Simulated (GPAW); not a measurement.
# HfB2 (P6/mmm) in GPAW: single point with AM05+U

Aim: the single point of HfB2 with AM05+U.

Everything below comes from runs of GPAW 26.7.0. Logs are shortened: lines on timing, memory, paths and dates and some standing lists are left out, and cuts for length are marked. The log counts tension as positive stress, the text compression.

### 1 The crystal as given

Symmetry: P6/mmm, No. 191, hexagonal system. Conventional cell: a = 3.140 Å, b = 3.140 Å, c = 3.480 Å, α = 90.00°, β = 90.00°, γ = 120.00°. Hf (site symmetry 6/mmm) has 12 B at 2.51 Å as nearest neighbours. Around B (site symmetry -6m2) lie 3 B at 1.81 Å.

### 2 Single point, AM05+U

The input, run.py:

```python
from ase.dft.bandgap import bandgap
from ase.io import read, write
from ase.units import GPa
from gpaw import GPAW, PW, setup_paths

setup_paths.insert(0, '.')

atoms = read('HfB2.cif')

calc = GPAW(mode=PW(600),
            xc='AM05',
            kpts={'size': (8, 8, 6), 'gamma': True},
            occupations={'name': 'fermi-dirac', 'width': 0.05},
            setups={'Hf': ':d,5.3'},
            nbands=20,
            maxiter=120,
            txt='gpaw.txt')
atoms.calc = calc
energy = atoms.get_potential_energy()
forces = atoms.get_forces()
stress = atoms.get_stress()
calc.write('gs.gpw')
write('result.traj', atoms)
print(f'Energy: {energy:.6f} eV')
print('Forces (eV/A):')
print(forces.round(4))
print('Stress (GPa):', (stress / GPa).round(3))
print('Fermi level:', round(calc.get_fermi_level(), 4), 'eV')
print(f'Gap: {bandgap(calc)[0]:.4f} eV, direct: {bandgap(calc, direct=True)[0]:.4f} eV')
```

The input, HfB2.cif:

```cif
data_HfB2
_cell_length_a 3.14000000
_cell_length_b 3.14000000
_cell_length_c 3.48000000
_cell_angle_alpha 90.00000000
_cell_angle_beta 90.00000000
_cell_angle_gamma 120.00000000
_space_group_name_H-M_alt 'P1'
_space_group_name_Hall 'P 1'
_space_group_IT_number 1
loop_
_space_group_symop_operation_xyz
'x,y,z'
loop_
_atom_site_label
_atom_site_type_symbol
_atom_site_symmetry_multiplicity
_atom_site_Wyckoff_symbol
_atom_site_fract_x
_atom_site_fract_y
_atom_site_fract_z
_atom_site_occupancy
Hf1 Hf 1 a 0.0000000000 0.0000000000 0.0000000000 1
B1 B 1 a 0.6666666667 0.3333333333 0.5000000000 1
B2 B 1 a 0.3333333333 0.6666666667 0.5000000000 1
```

Potentials or basis: PAW data sets generated in the run's folder for this functional, pw.

Command:

```sh
gpaw-setup -f AM05 B Hf
OMP_NUM_THREADS=1 python run.py
```

gpaw.txt:

```text
__  _  _
 | _ |_)|_||  |
 |__||  | ||/\| - 26.7.0

Input parameters:
  mode=PW(ecut=600.0),
  kpts=MonkhorstPack(size=(8, 8, 6), gamma=True),
  maxiter=120,
  nbands=20,
  occupations=Occupations(name='fermi-dirac', width=0.05),
  setups={'Hf': ':d,5.3'},
  xc=XC(name='AM05')

Diagonalizing LCAO Hamiltonian
Converting LCAO to pw mode

         B  B

       Hf

Atoms  # Å, Bohr magnetons
|   | symbol |         x |        y |        z |    initial magnetic moments |
|---|--------|-----------|----------|----------|-----------------------------|
| 0 |     Hf |  0.000000 | 0.000000 | 0.000000 | ( 0.0000,  0.0000,  0.0000) |
| 1 |      B |  1.570000 | 0.906440 | 1.740000 | ( 0.0000,  0.0000,  0.0000) |
| 2 |      B | -0.000000 | 1.812880 | 1.740000 | ( 0.0000,  0.0000,  0.0000) |

Unit cell  # Å
| periodic |         x |        y |        z |  lengths |     angles |
|----------|-----------|----------|----------|----------|------------|
|      yes |  3.140000 | 0.000000 | 0.000000 | 3.140000 |  90.000000 |
|      yes | -1.570000 | 2.719320 | 0.000000 | 3.140000 |  90.000000 |
|      yes |  0.000000 | 0.000000 | 3.480000 | 3.480000 | 120.000000 |

Number of symmetries: 24
Symmetry operations  # r_c * U_cc + t_c -> r_c
|    | kind |            matrix            |
|----|------|------------------------------|
|  0 |  σ   |  1, 1, 0,  0,-1, 0,  0, 0, 1 |
|  1 |  C2  |  1, 1, 0,  0,-1, 0,  0, 0,-1 |
|  2 |  C6  |  1, 1, 0, -1, 0, 0,  0, 0, 1 |
|  3 |  S6  |  1, 1, 0, -1, 0, 0,  0, 0,-1 |
|  4 |  E   |  1, 0, 0,  0, 1, 0,  0, 0, 1 |
|  5 |  σ   |  1, 0, 0,  0, 1, 0,  0, 0,-1 |
|  6 |  σ   |  1, 0, 0, -1,-1, 0,  0, 0, 1 |
|  7 |  C2  |  1, 0, 0, -1,-1, 0,  0, 0,-1 |
|  8 |  σ   |  0, 1, 0,  1, 0, 0,  0, 0, 1 |
|  9 |  C2  |  0, 1, 0,  1, 0, 0,  0, 0,-1 |
| 10 |  C3  |  0, 1, 0, -1,-1, 0,  0, 0, 1 |
| 11 |  S3  |  0, 1, 0, -1,-1, 0,  0, 0,-1 |
| 12 |  C6  |  0,-1, 0,  1, 1, 0,  0, 0, 1 |
| 13 |  S6  |  0,-1, 0,  1, 1, 0,  0, 0,-1 |
| 14 |  σ   |  0,-1, 0, -1, 0, 0,  0, 0, 1 |
| 15 |  C2  |  0,-1, 0, -1, 0, 0,  0, 0,-1 |
| 16 |  σ   | -1, 0, 0,  1, 1, 0,  0, 0, 1 |
| 17 |  C2  | -1, 0, 0,  1, 1, 0,  0, 0,-1 |
| 18 |  C2  | -1, 0, 0,  0,-1, 0,  0, 0, 1 |
| 19 |  i   | -1, 0, 0,  0,-1, 0,  0, 0,-1 |
| 20 |  C3  | -1,-1, 0,  1, 0, 0,  0, 0, 1 |
| 21 |  S3  | -1,-1, 0,  1, 0, 0,  0, 0,-1 |
| 22 |  σ   | -1,-1, 0,  0, 1, 0,  0, 0, 1 |
| 23 |  C2  | -1,-1, 0,  0, 1, 0,  0, 0,-1 |

BZ-sampling:
  Number of BZ points: 384
  Number of IBZ points: 40

  Monkhorst-Pack size: [8, 8, 6]
  Monkhorst-Pack shift: [0.0625, 0.0625, 0.08333333333333333]

K-points  # in reciprocal-cell coordinates
|     |                                coordinates |     weight |
|-----|--------------------------------------------|------------|
|   0 | (  0.00000000,   0.00000000,   0.00000000) | 0.00260417 |
|   1 | (  0.00000000,   0.00000000,   0.16666667) | 0.00520833 |
|   2 | (  0.00000000,   0.00000000,   0.33333333) | 0.00520833 |
|   3 | (  0.00000000,   0.00000000,   0.50000000) | 0.00260417 |
|   4 | (  0.12500000,   0.00000000,   0.00000000) | 0.01562500 |
|   5 | (  0.12500000,   0.00000000,   0.16666667) | 0.03125000 |
|   6 | (  0.12500000,   0.00000000,   0.33333333) | 0.03125000 |
|   7 | (  0.12500000,   0.00000000,   0.50000000) | 0.01562500 |
|   8 | (  0.25000000,  -0.12500000,   0.00000000) | 0.01562500 |
|   9 | (  0.25000000,  -0.12500000,   0.16666667) | 0.03125000 |
| ... |                                            |            |
|  39 | (  0.50000000,   0.50000000,   0.50000000) | 0.00781250 |

Plane wave coefficients: 1010
Cutoff: 600.0 eV

Spin-components: 1 (collinear spins)
Bands:           20
Projectors:      16
Spin-degeneracy: 2
Datatype:        complex128

Parallelization:
  kpt:    1
  domain: 1
  band:   1

Density:
  Valence electrons: 18.0
  Components: 1
  Grid points: [18 18 20]
  Charge: 0.0  # |e|

Potential:
  Grid points: [18 18 20]

species:
  Hf:
    name:    Hafnium
    Z:       72.0
    valence: 12
    core:    60
    charge:  0.0  # [|e|]
    Hubbard: {U: 5.3,  # eV
              l: 2,
              scale: True}
    compensation charges:
      type: gauss
      rc: 0.41  # [Å]
      lmax: 2
    cutoffs:
      filter: 2.36  # [Å]
      core: 4.02  # [Å]
    projectors
    | kind |    occ | energy [eV] | rcut [Å] |
    |------|--------|-------------|----------|
    |   5s |  2.000 |     -66.868 |    1.397 |
    |   6s |  2.000 |      -5.050 |    1.397 |
    |   5p |  6.000 |     -35.616 |    1.307 |
    |   6p |  0.000 |      -1.329 |    1.307 |
    |   5d |  2.000 |      -2.680 |    1.334 |
    |    d |        |      24.531 |    1.334 |

    Using partial waves for Hf as LCAO basis

  B:
    name:    Boron
    Z:       5.0
    valence: 3
    core:    2
    charge:  0.0  # [|e|]
    compensation charges:
      type: gauss
      rc: 0.20  # [Å]
      lmax: 2
    cutoffs:
      filter: 1.14  # [Å]
      core: 1.42  # [Å]
    projectors
    | kind |    occ | energy [eV] | rcut [Å] |
    |------|--------|-------------|----------|
    |   2s |  2.000 |      -9.331 |    0.635 |
    |   2p |  1.000 |      -3.537 |    0.635 |
    |    s |        |      17.880 |    0.635 |
    |    p |        |      23.674 |    0.635 |
    |    d |        |       0.000 |    0.635 |

    Using partial waves for B as LCAO basis

Reference energy: -410978.933259  # eV

eigensolver:
  PPCG
  Converge bands: occupied
  niter=2

density mixing:
  MSR1-Mixer
  Pratt-step length: 0.05
  Maximum mixing coefficient: 0.75
  Old densities: 10
  SVD Regularization: 0.005
  Good broyden scale: 1.0
  Trust region scale: 1.0
  Backstep threshold: 4.0
  History deletion threshold: 6.0
  Fourier metric: weight=20.0, sigma=0.015

occupation numbers:
  Fermi-Dirac:
    width: 0.0500  # eV

poisson solver:
  ecut: 4800.0  # eV

xc functional:
  name: AM05 with 2 nearest neighbor stencil

convergence criteria:
- Maximum [total energy] change in last 3 cyles: 0.0005 eV / valence electron
- Maximum integral of absolute [dens]ity change: 0.0001 electrons / valence electron
- Maximum integral of absolute [eigenst]ate change: 4e-08 eV^2 / valence electron
maximum number of iterations: 120

SCF iterations
|iter     | |      energy | eigst |  dens |
|---------|-|-------------|-------|-------|
|iter:   1| |  -22.309352 | +0.02 |       |
|iter:   2| |  -21.835700 | -2.36 | -0.88 |
|iter:   3| |  -20.158504 | -1.29 | -0.93 |
|iter:   4| |  -20.177449 | -2.85 | -1.68 |
|iter:   5| |  -20.189463 | -3.44 | -2.03 |
|iter:   6| |  -20.190329 | -4.62 | -2.83 |
|iter:   7| |  -20.190399c| -6.20 | -3.57 |
|iter:   8| |  -20.190415c| -6.34 | -3.88 |
|iter:   9| |  -20.190416c| -7.88c| -4.69c|

Converged in 9 steps
Energy contributions relative to reference atoms: (reference = -410978.933259)

Energy contributions:
  Kinetic:          23.020961
  Coulomb:         -20.775006
  Zero:             -0.322287
  External:          0.000000
  Xc:              -22.112444
  Entropy:          -0.003278
  Spinorbit:         0.000000
  ----------------------------
  Free energy:     -20.192055
  Extrapolated:    -20.190416

dipole moment: (-5.698711, -9.870456, -12.631537)  # |e|*Ang

Fermi level: 13.522
Eigenvalues  # (at kpt = [0.000, 0.000, 0.000])
| band index |      eig [eV] | occ [0-2] |
|------------|---------------|-----------|
|          0 |       -49.826 |     2.000 |
|          1 |       -18.802 |     2.000 |
|          2 |       -18.319 |     2.000 |
|          3 |       -18.319 |     2.000 |
|          4 |        -0.917 |     2.000 |
|          5 |        10.003 |     2.000 |
[... 9 lines left out ...]
|         15 |        18.322 |     0.000 |
|         16 |        20.782 |     0.000 |
|        ... |               |           |
|         19 |        34.328 |     0.000 |

No gap
No difference between direct/indirect transitions

Forces  # eV/Ang
|        x |        y |       z |
|----------|----------|---------|
| -0.00000 | -0.00000 | 0.00000 |  # Hf   0
|  0.00000 |  0.00000 | 0.00000 |  # B    1
| -0.00000 |  0.00000 | 0.00000 |  # B    2

Stress tensor  # eV/Ang^3
|         x |         y |         z |
|-----------|-----------|-----------|
| -0.067670 |  0.000000 |  0.000000 |
|  0.000000 | -0.067670 |  0.000000 |
|  0.000000 |  0.000000 | -0.091203 |

# Writing to gs.gpw (mode='')
```

Run time: 21 s. Hardware: 1 thread of Arm Neoverse V1, shared host; peak memory 0.15 GiB.

What came out:

- Free energy: -20.1921 eV
- Pressure: 12.1 GPa
- Band gap on the k mesh: none (metal or under the smearing width)

Caveat: the cutoff is short for stress and forces, so pressures can be off by a GPa or more; U without spin polarisation on a metal has little footing; the U is typed as a test and isn't derived for this compound. The run has no spin-orbit coupling, so splittings on Hf are missing.
